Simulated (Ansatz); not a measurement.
**Sb under changes of volume**

One of the cells (26.666 Å³/atom); the others are scaled copies at fixed shape and fractional positions:

```
Sb
1.0
     0.00000    2.37124    2.37124
     2.37124    0.00000    2.37124
     2.37124    2.37124    0.00000
Sb
1
Direct
  0.00000 0.00000 0.00000
```

This isn't the form of Sb at room conditions, which is rhombohedral.

```yaml
Program: Ansatz 0.2.0
Functional: PBEsol
Potentials_or_basis: JTH PAW
Cutoff: "1950 eV (not typed: the program's choice for these potentials)"
k_mesh: 10 × 10 × 10
Occupations: fermi-dirac, width 0.05 eV
Spin: no spin polarisation
```

| volume (Å³/atom) | energy over the lowest point (meV/atom) | pressure (GPa) |
| --- | --- | --- |
| 25.066 | ? | ? |
| 25.599 | 2.28 | 1.4 |
| 26.133 | 0.00 | 0.0 |
| 26.666 | 1.83 | -1.2 |
| 27.199 | 7.53 | -2.3 |
| 27.733 | 16.93 | -3.4 |
| 28.266 | 29.79 | -4.4 |

Task: What does the run at 25.066 Å³/atom give?

Result: Energy over the lowest point 9.18 meV/atom; pressure 2.9 GPa.

Worked out: A Birch-Murnaghan fit of order 3 (a polynomial in V^(-2/3)) to the other rows has its minimum at 26.16 Å³/atom with B0 = V·E''(V) = 60 GPa (rough, since the energies scatter). It gives 8.86 meV/atom at 25.066 Å³/atom, against the run's 9.18, and -dE/dV = 2.6 GPa, against 2.9.

Energies are extrapolated to zero smearing.
